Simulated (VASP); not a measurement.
# SiNi (P2_13) in VASP: further runs

One crystal, SiNi, is run at these levels: PBEsol; tasks: relaxation of cell and atoms, relaxation of the atoms.

All numbers are computed with VASP 6.6.1; they aren't measurements. Logs are shortened: lines on timing, memory, paths and dates and some standing lists are left out, and cuts for length are marked.

## 1. The crystal as given

The structure is cubic, space group P2_13 (No. 198). The conventional cell has a = 4.470 Å, b = 4.470 Å, c = 4.470 Å, α = 90.00°, β = 90.00°, γ = 90.00°. Around Si (site symmetry 3) lie 7 Ni at 2.34 to 2.42 Å. Ni (site symmetry 3) has 7 Si at 2.34 to 2.42 Å as nearest neighbours.

The cell is a database's computed one.

## 2. Relaxation of cell and atoms, PBEsol

INCAR reads:

```
  PREC = Accurate
  ENCUT = 600
  EDIFF = 1E-7
  ISMEAR = 1
  SIGMA = 0.1
  LREAL = False
  LASPH = True
  NELM = 80
  ALGO = Normal
  ISIF = 3
  LWAVE = False
  LCHARG = False
  GGA = PS
  IBRION = 2
  NSW = 90
  EDIFFG = -0.005
  KPAR = 4
```

KPOINTS reads:

```
Automatic mesh
0
Gamma
  8 8 8
```

POSCAR reads:

```
SiNi                                    
1.0
    4.4701066298      0.0000000000     -0.0000000000
   -0.0000000000      4.4701066298      0.0000000000
    0.0000000000      0.0000000000      4.4701066298
  Si              Ni            
     4     4
Direct
     0.6535892975472282    0.1535892975472283    0.3464107024527717
     0.1535892975472283    0.3464107024527717    0.6535892975472282
     0.3464107024527717    0.6535892975472282    0.1535892975472283
     0.8464107024527718    0.8464107024527718    0.8464107024527718
     0.3508125729372880    0.8508125729372880    0.6491874270627120
     0.8508125729372880    0.6491874270627120    0.3508125729372880
     0.6491874270627120    0.3508125729372880    0.8508125729372880
     0.1491874270627120    0.1491874270627120    0.1491874270627120
```

Potentials or basis: VASP PAW PBE potentials, release 64 (Si, Ni).

Command:

```
$ cat potpaw_PBE.64/Si/POTCAR potpaw_PBE.64/Ni/POTCAR > POTCAR
$ mpirun -np 4 vasp_std > vasp.out
```

OUTCAR:

```text
PREC = Accurate
   ENCUT = 600
   EDIFF = 1E-7
   ISMEAR = 1
   LREAL = False
   LASPH = True
   NELM = 80
   ISIF = 3
   GGA = PS
   IBRION = 2
   NSW = 90
   EDIFFG = -0.005

 ion  position               nearest neighbor table
   1  0.654  0.154  0.346-   5 2.34   6 2.38   8 2.38   7 2.38   6 2.42   8 2.42   7 2.42   2 2.76
                             4 2.76   3 2.76   3 2.76   2 2.76   4 2.76
   2  0.154  0.346  0.654-   6 2.34   5 2.38   7 2.38   8 2.38   5 2.42   7 2.42   8 2.42   1 2.76
                             3 2.76   3 2.76   4 2.76   1 2.76   4 2.76
   3  0.346  0.654  0.154-   7 2.34   6 2.38   8 2.38   5 2.38   6 2.42   8 2.42   5 2.42   1 2.76
                             2 2.76   2 2.76   1 2.76   4 2.76   4 2.76
   4  0.846  0.846  0.846-   8 2.34   7 2.38   5 2.38   6 2.38   5 2.42   7 2.42   6 2.42   2 2.76
                             3 2.76   1 2.76   1 2.76   2 2.76   3 2.76
   5  0.351  0.851  0.649-   1 2.34   2 2.38   4 2.38   3 2.38   2 2.42   4 2.42   3 2.42   8 2.75
                             8 2.75   6 2.75   7 2.75   7 2.75   6 2.75
   6  0.851  0.649  0.351-   2 2.34   1 2.38   3 2.38   4 2.38   1 2.42   3 2.42   4 2.42   8 2.75
                             5 2.75   7 2.75   8 2.75   7 2.75   5 2.75
   7  0.649  0.351  0.851-   3 2.34   2 2.38   4 2.38   1 2.38   2 2.42   4 2.42   1 2.42   8 2.75
                             5 2.75   6 2.75   6 2.75   5 2.75   8 2.75
   8  0.149  0.149  0.149-   4 2.34   3 2.38   1 2.38   2 2.38   1 2.42   3 2.42   2 2.42   5 2.75
                             6 2.75   7 2.75   5 2.75   6 2.75   7 2.75

  LATTYP: Found a simple cubic cell.
 ALAT       =     4.4701066298

  Lattice vectors:

 A1 = (   4.4701066298,   0.0000000000,   0.0000000000)
 A2 = (   0.0000000000,   4.4701066298,   0.0000000000)
 A3 = (   0.0000000000,   0.0000000000,   4.4701066298)

Analysis of symmetry for initial positions (statically):
=====================================================================
 Subroutine PRICEL returns:
 Original cell was already a primitive cell.

 Routine SETGRP: Setting up the symmetry group for a
 simple cubic supercell.

 Subroutine GETGRP returns: Found 12 space group operations
 (whereof  3 operations were pure point group operations)
 out of a pool of 48 trial point group operations.

The static configuration has the point symmetry C_3 .
 The point group associated with its full space group is T   .

Analysis of symmetry for dynamics (positions and initial velocities):
=====================================================================
 Subroutine PRICEL returns:
 Original cell was already a primitive cell.

 Routine SETGRP: Setting up the symmetry group for a
 simple cubic supercell.

 Subroutine GETGRP returns: Found 12 space group operations
 (whereof  3 operations were pure point group operations)
 out of a pool of 48 trial point group operations.

The dynamic configuration has the point symmetry C_3 .
 The point group associated with its full space group is T   .

 Subroutine INISYM returns: Found 12 space group operations
 (whereof  3 operations are pure point group operations),
 and found     1 'primitive' translations

----------------------------------------------------------------------------------------

                                     Primitive cell

  volume of cell :      89.3210

  direct lattice vectors                    reciprocal lattice vectors
     4.470106630  0.000000000  0.000000000     0.223708310  0.000000000  0.000000000
     0.000000000  4.470106630  0.000000000     0.000000000  0.223708310  0.000000000
     0.000000000  0.000000000  4.470106630     0.000000000  0.000000000  0.223708310

  length of vectors
     4.470106630  4.470106630  4.470106630     0.223708310  0.223708310  0.223708310

  position of ions in fractional coordinates (direct lattice)
     0.653589298  0.153589298  0.346410702
     0.153589298  0.346410702  0.653589298
     0.346410702  0.653589298  0.153589298
     0.846410702  0.846410702  0.846410702
     0.350812573  0.850812573  0.649187427
     0.850812573  0.649187427  0.350812573
     0.649187427  0.350812573  0.850812573
     0.149187427  0.149187427  0.149187427

  ion indices of the primitive-cell ions
   primitive index   ion index
                 1           1
                 2           2
                 3           3
                 4           4
                 5           5
                 6           6
                 7           7
                 8           8

----------------------------------------------------------------------------------------

 KPOINTS: Automatic mesh

Automatic generation of k-mesh.
 Grid dimensions read from file:
 generate k-points for:    8    8    8

 Generating k-lattice:

  Cartesian coordinates                     Fractional coordinates (reciprocal lattice)
     0.027963539  0.000000000  0.000000000     0.125000000  0.000000000  0.000000000
[... 34 lines left out ...]
 SYSTEM =  unknown system
   PREC   = accura    normal or accurate (medium, high low for compatibility)
   ISTART =      0    job   : 0-new  1-cont  2-samecut
   ICHARG =      2    charge: 1-file 2-atom 10-const
   ISPIN  =      1    spin polarized calculation?
   LNONCOLLINEAR =      F non collinear calculations
   LSORBIT =      F    spin-orbit coupling
   LASPH  =      T    aspherical Exc in radial PAW
   ENCUT  =  600.0 eV  44.10 Ry    6.64 a.u.   8.93  8.93  8.93*2*pi/ulx,y,z
   NELM   =     80;   NELMIN=  2; NELMDL= -5     # of ELM steps
   EDIFF  = 0.1E-06   stopping-criterion for ELM
   LREAL  =      F    real-space projection
   EDIFFG = -.5E-02   stopping-criterion for IOM
   NSW    =     90    number of steps for IOM
   IBRION =      2    ionic relax: 0-MD 1-quasi-New 2-CG
   NFREE  =      1    steps in history (QN), initial steepest desc. (CG)
   ISIF   =      3    stress and relaxation
   ISYM   =      2    0-nonsym 1-usesym 2-fastsym
   POTIM  = 0.5000    time-step for ionic-motion
   TEBEG  =    0.0;   TEEND  =   0.0 temperature during run
   PSTRESS=    0.0 pullay stress
   NELECT =      56.0000    total number of electrons
   NUPDOWN=      -1.0000    fix difference up-down
   EMIN   =  10.00;   EMAX   =-10.00  energy-range for DOS
   EFERMI =   0.00;   METHOD = LEGACY
   ISMEAR =     1;   SIGMA  =   0.10  broadening in eV -4-tet -1-fermi 0-gaus
   EFERMI_NEDOS =   21; number of points for ismear=-14 and -15
   IALGO  =     38    algorithm
   IMIX   =      4    mixing-type and parameters
     AMIX     =   0.40;   BMIX     =  1.00
     AMIX_MAG =   1.60;   BMIX_MAG =  1.00
  volume/ion in A,a.u.               =      11.17        75.35
  Fermi-wavevector in a.u.,A,eV,Ry     =   1.401155  2.647800 26.711452  1.963236
  Thomas-Fermi vector in A             =   2.524045
   LORBIT       =      0    0 simple, 1 ext, 2 COOP (PROOUT), +10 PAW based schemes
   GGA     = PS    functional components
   LHFCALC =     F    Hartree Fock is set to
   AEXX    =    0.0000 exact exchange contribution
   IVDW    =     0    specifies the selected vdW correction
   LEPSILON=     F    determine dielectric tensor
   LRPA    =     F    only Hartree local field effects (RPA)
 conjugate gradient relaxation of ions
 non-spin polarized calculation
 Methfessel and Paxton  Order N= 1 SIGMA  =   0.10
  energy-cutoff  :      600.00
  volume of cell :       89.32
 maximum number of plane-waves:      3016
   NGX = 17   NGY = 17   NGZ = 17

--------------------------------------- Ionic step        1  -------------------------------------------

 number of electron      56.0000006 magnetization

 Free energy of the ion-electron system (eV)
  ---------------------------------------------------
  ext. energy  EPLUGINS =         0.00000000
  ---------------------------------------------------
  free energy    TOTEN  =       -51.58376047 eV

  energy without entropy =      -51.58731157  energy(sigma->0) =      -51.58494417

------------------------ aborting loop because EDIFF is reached ----------------------------------------

  FORCE on cell =-STRESS in cart. coord.  units (eV):
  Direction    XX          YY          ZZ          XY          YZ          ZX
  --------------------------------------------------------------------------------------
  -------------------------------------------------------------------------------------
  Total       -0.0546488     -0.0546488     -0.0546488      0.0000000      0.0000000      0.0000000
  in kB       -0.9802520     -0.9802520     -0.9802520      0.0000000      0.0000000      0.0000000
  external PRESSURE =      -0.9802520 kB  Pullay stress =       0.0000000 kB
[... 69 lines left out ...]
  energy  without entropy=      -51.5873186317  energy(sigma->0) =      -51.58495603

--------------------------------------- Ionic step        3  -------------------------------------------

 number of electron      56.0000007 magnetization

 Free energy of the ion-electron system (eV)
  ---------------------------------------------------
  ext. energy  EPLUGINS =         0.00000000
  ---------------------------------------------------
  free energy    TOTEN  =       -51.58378277 eV

  energy without entropy =      -51.58732922  energy(sigma->0) =      -51.58496492

 E-fermi :  12.1838     XC(G=0): -12.7887

 val. band max:       12.1488770282   @ k =   0.2500   0.2500   0.2500
 cond. band min:      12.2486564337   @ k =   0.2500   0.2500   0.0000
 fundamental gap:      0.0997794055
 Fermi energy:        12.1837649852

 k-point     1 :       0.0000    0.0000    0.0000
  band No.  band energies     occupation
      1      -2.2298      2.00000
      2       3.2667      2.00000
      3       3.2667      2.00000
      4       3.2667      2.00000
      5       5.7597      2.00000
      6       5.7597      2.00000
[... 853 lines left out ...]
     32      13.9198     -0.00000
     33      14.3608      0.00000

 [... further k-points ...]

------------------------ aborting loop because EDIFF is reached ----------------------------------------

  FORCE on cell =-STRESS in cart. coord.  units (eV):
  Direction    XX          YY          ZZ          XY          YZ          ZX
  --------------------------------------------------------------------------------------
  -------------------------------------------------------------------------------------
  Total        0.0124579      0.0124579      0.0124579      0.0000000      0.0000000      0.0000000
  in kB        0.2236025      0.2236025      0.2236025      0.0000000      0.0000000      0.0000000
  external PRESSURE =       0.2236025 kB  Pullay stress =       0.0000000 kB
[... 23 lines left out ...]
  FREE ENERGIE OF THE ION-ELECTRON SYSTEM (eV)
  ---------------------------------------------------
  free  energy   TOTEN  =       -51.5837827697 eV

  energy  without entropy=      -51.5873292188  energy(sigma->0) =      -51.58496492

 reached required accuracy - stopping structural energy minimisation
```

It took 66 s on 4 MPI ranks of Intel Xeon 6975P-C (Granite Rapids), shared host; peak memory 0.29 GiB.

Results:

| Property | Result |
| --- | --- |
| Free energy | -51.5838 eV |
| Relaxed volume | 11.16 Å³/atom |
| Relaxed cell | a = 4.469 Å, b = 4.469 Å, c = 4.469 Å, α = 90.00°, β = 90.00°, γ = 90.00° |
| Space group after relaxing (to 0.05 Å) | P2_13 (No. 198) |
| Energy gained by relaxing | 0.0 meV/atom |
| Ionic steps | 3 |
| Pressure after relaxing | 0.0 GPa |
| Largest force after relaxing | 0.004 eV/Å |
| Band gap on the k mesh | none (metal or under the smearing width) |

Forces on the atoms (eV/Å):
```
Si  -0.002 -0.002  0.002
Si  -0.002  0.002 -0.002
Si   0.002 -0.002 -0.002
Si   0.002  0.002  0.002
Ni   0.002  0.002 -0.002
Ni   0.002 -0.002  0.002
Ni  -0.002  0.002  0.002
Ni  -0.002 -0.002 -0.002
```

Final structure:
```
Si Ni
1.0
     4.46916    0.00000    0.00000
     0.00000    4.46916    0.00000
     0.00000    0.00000    4.46916
Si Ni
4 4
Direct
  0.65357 0.15357 0.34643
  0.15357 0.34643 0.65357
  0.34643 0.65357 0.15357
  0.84643 0.84643 0.84643
  0.35084 0.85084 0.64916
  0.85084 0.64916 0.35084
  0.64916 0.35084 0.85084
  0.14916 0.14916 0.14916
```

Levels at points of the mesh, in eV from the Fermi level:
```csv
k point,band 26,band 27,band 28,band 29,band 30,band 31
"(0.00, 0.00, 0.00)",-1.65,-1.65,1.05,1.05,1.05,1.41
"(0.50, 0.00, 0.00)",-2.04,-0.62,-0.62,-0.18,-0.18,2.82
"(0.50, 0.50, 0.00)",-1.57,-0.98,-0.98,0.38,0.38,0.89
"(0.50, 0.50, 0.50)",-1.82,-1.82,-1.82,4.30,4.30,4.30
```

Caveat: the PAW data sets were made with another functional, which shifts forces and pressure a little.

## 3. Relaxation of the atoms, PBEsol (a relaxed cell with its volume scaled by 0.94)

INCAR: that of step 2 with these lines changed.

```diff
@@ -9,3 +9,3 @@
   ALGO = Normal
-  ISIF = 3
+  ISIF = 2
   LWAVE = False
@@ -14,4 +14,4 @@
   IBRION = 2
-  NSW = 90
-  EDIFFG = -0.005
+  NSW = 40
+  EDIFFG = -0.01
   KPAR = 4
```

KPOINTS is that of step 2.

POSCAR reads:

```
SiNi                                    
1.0
    4.3779299428      0.0000000000      0.0000000000
    0.0000000000      4.3779299428      0.0000000000
    0.0000000000      0.0000000000      4.3779299428
  Si              Ni            
     4     4
Direct
     0.6535664262414521    0.1535664262414521    0.3464335737585479
     0.1535664262414521    0.3464335737585479    0.6535664262414521
     0.3464335737585479    0.6535664262414521    0.1535664262414521
     0.8464335737585479    0.8464335737585479    0.8464335737585479
     0.3508353380888019    0.8508353380888019    0.6491646619111981
     0.8508353380888019    0.6491646619111981    0.3508353380888019
     0.6491646619111981    0.3508353380888019    0.8508353380888019
     0.1491646619111981    0.1491646619111981    0.1491646619111981
```

Potentials or basis: VASP PAW PBE potentials, release 64 (Si, Ni).

Command:

```
$ cat potpaw_PBE.64/Si/POTCAR potpaw_PBE.64/Ni/POTCAR > POTCAR
$ mpirun -np 4 vasp_std > vasp.out
```

It took 62 s on 4 MPI ranks of Intel Xeon 6975P-C (Granite Rapids), shared host; peak memory 0.29 GiB.

It converged, with:

* Free energy: -51.3551 eV
* Energy gained by relaxing: 0.1 meV/atom
* Ionic steps: 4
* Pressure after relaxing: 14.4 GPa
* Largest force after relaxing: 0.004 eV/Å
* Band gap on the k mesh: none (metal or under the smearing width)

Forces in eV/Å, atoms in the order of the input:
```
Si   0.002  0.002 -0.002
Si   0.002 -0.002  0.002
Si  -0.002  0.002  0.002
Si  -0.002 -0.002 -0.002
Ni  -0.002 -0.002  0.002
Ni  -0.002  0.002 -0.002
Ni   0.002 -0.002 -0.002
Ni   0.002  0.002  0.002
```

The path:
```tsv
step	energy change (eV)	largest force (eV/Å)	pressure (GPa)
1	0.0000	0.0492	14.42
2	-0.0006	0.0312	14.38
3	-0.0008	0.0129	14.35
4	-0.0009	0.0043	14.36
```

Final structure:
```
Si Ni
1.0
     4.37793    0.00000    0.00000
     0.00000    4.37793    0.00000
     0.00000    0.00000    4.37793
Si Ni
4 4
Cartesian
  2.8592 0.6702 1.5187
  0.6702 1.5187 2.8592
  1.5187 2.8592 0.6702
  3.7077 3.7077 3.7077
  1.5325 3.7215 2.8454
  3.7215 2.8454 1.5325
  2.8454 1.5325 3.7215
  0.6564 0.6564 0.6564
```

Levels at points of the mesh, in eV from the Fermi level:
```tsv
k point	band 26	band 27	band 28	band 29	band 30	band 31
(0.00, 0.00, 0.00)	-1.85	-1.85	1.16	1.16	1.16	1.39
(0.50, 0.00, 0.00)	-2.28	-0.74	-0.74	-0.18	-0.18	2.90
(0.50, 0.50, 0.00)	-1.77	-1.11	-1.11	0.43	0.43	0.91
(0.50, 0.50, 0.50)	-2.03	-2.03	-2.03	4.58	4.58	4.58
```

Caveat: the PAW data sets were made with another functional, which shifts forces and pressure a little. Spin polarisation is off, so any magnetic state and its effect on volume and gap are missing.

## 4. Relaxation of the atoms, PBEsol (a relaxed cell with its volume scaled by 0.96)

INCAR is that of step 3.

KPOINTS is that of step 3.

POSCAR: that of step 3 with these lines changed.

```diff
@@ -2,5 +2,5 @@
 1.0
-    4.3779299428      0.0000000000      0.0000000000
-    0.0000000000      4.3779299428      0.0000000000
-    0.0000000000      0.0000000000      4.3779299428
+    4.4087614512      0.0000000000      0.0000000000
+    0.0000000000      4.4087614512      0.0000000000
+    0.0000000000      0.0000000000      4.4087614512
   Si              Ni
```

Command:

```
$ cat potpaw_PBE.64/Si/POTCAR potpaw_PBE.64/Ni/POTCAR > POTCAR
$ mpirun -np 4 vasp_std > vasp.out
```

It took 47 s on 4 MPI ranks of Intel Xeon 6975P-C (Granite Rapids), shared host; peak memory 0.29 GiB.

It converged, with:

```
Free energy                  : -51.4854 eV
Energy gained by relaxing    : 0.0 meV/atom
Ionic steps                  : 3
Pressure after relaxing      : 9.0 GPa
Largest force after relaxing : 0.009 eV/Å
Band gap on the k mesh       : none (metal or under the smearing width)
```

Forces in eV/Å, atoms in the order of the input:
```
Si   0.004  0.004 -0.004
Si   0.004 -0.004  0.004
Si  -0.004  0.004  0.004
Si  -0.004 -0.004 -0.004
Ni  -0.005 -0.005  0.005
Ni  -0.005  0.005 -0.005
Ni   0.005 -0.005 -0.005
Ni   0.005  0.005  0.005
```

The path:
```csv
step,energy change (eV),largest force (eV/Å),pressure (GPa)
1,0.0000,0.0295,9.07
2,-0.0003,0.0202,9.05
3,-0.0004,0.0089,9.03
```

Final structure:
```
CELL_PARAMETERS angstrom
4.40876 0.00000 0.00000
0.00000 4.40876 0.00000
0.00000 0.00000 4.40876
ATOMIC_POSITIONS crystal
Si 0.65318 0.15318 0.34682
Si 0.15318 0.34682 0.65318
Si 0.34682 0.65318 0.15318
Si 0.84682 0.84682 0.84682
Ni 0.35043 0.85043 0.64957
Ni 0.85043 0.64957 0.35043
Ni 0.64957 0.35043 0.85043
Ni 0.14957 0.14957 0.14957
```

Levels at points of the mesh, in eV from the Fermi level:
| k point | band 24 | band 25 | band 26 | band 27 | band 28 | band 29 | band 30 | band 31 | band 32 | band 33 |
| --- | --- | --- | --- | --- | --- | --- | --- | --- | --- | --- |
| (0.00, 0.00, 0.00) | -2.49 | -1.78 | -1.78 | -1.78 | 1.12 | 1.12 | 1.12 | 1.40 | 1.40 | 2.06 |
| (0.50, 0.00, 0.00) | -2.34 | -2.19 | -2.19 | -0.70 | -0.70 | -0.18 | -0.18 | 2.88 | 2.88 | 3.02 |
| (0.50, 0.50, 0.00) | -2.66 | -1.70 | -1.70 | -1.07 | -1.07 | 0.41 | 0.41 | 0.90 | 0.90 | 3.98 |
| (0.50, 0.50, 0.50) | -2.92 | -1.96 | -1.96 | -1.96 | -1.96 | 4.48 | 4.48 | 4.48 | 4.48 | 4.70 |

Caveat: the PAW data sets were made with another functional, which shifts forces and pressure a little. Spin polarisation is off, so any magnetic state and its effect on volume and gap are missing.

## 5. Overview

| task | cell | gap on the mesh (eV) | pressure (GPa) |
| --- | --- | --- | --- |
| relaxation of cell and atoms | relaxed | none | 0.0 |
| relaxation of the atoms | atoms relaxed from: a relaxed cell with its volume scaled by 0.94 | none | 14.4 |
| relaxation of the atoms | atoms relaxed from: a relaxed cell with its volume scaled by 0.96 | none | 9.0 |

Alike in all rows: level PBEsol; potentials or basis VASP PAW PBE potentials, release 64 (Si, Ni); no spin polarisation; k mesh 8 × 8 × 8; cutoff (eV) 600; smearing methfessel-paxton 0.1 eV.

Caveats: the PAW data sets were made with another functional, which shifts forces and pressure a little.

Total energies depend on the potentials used, so only differences within one code and one set of settings carry meaning.
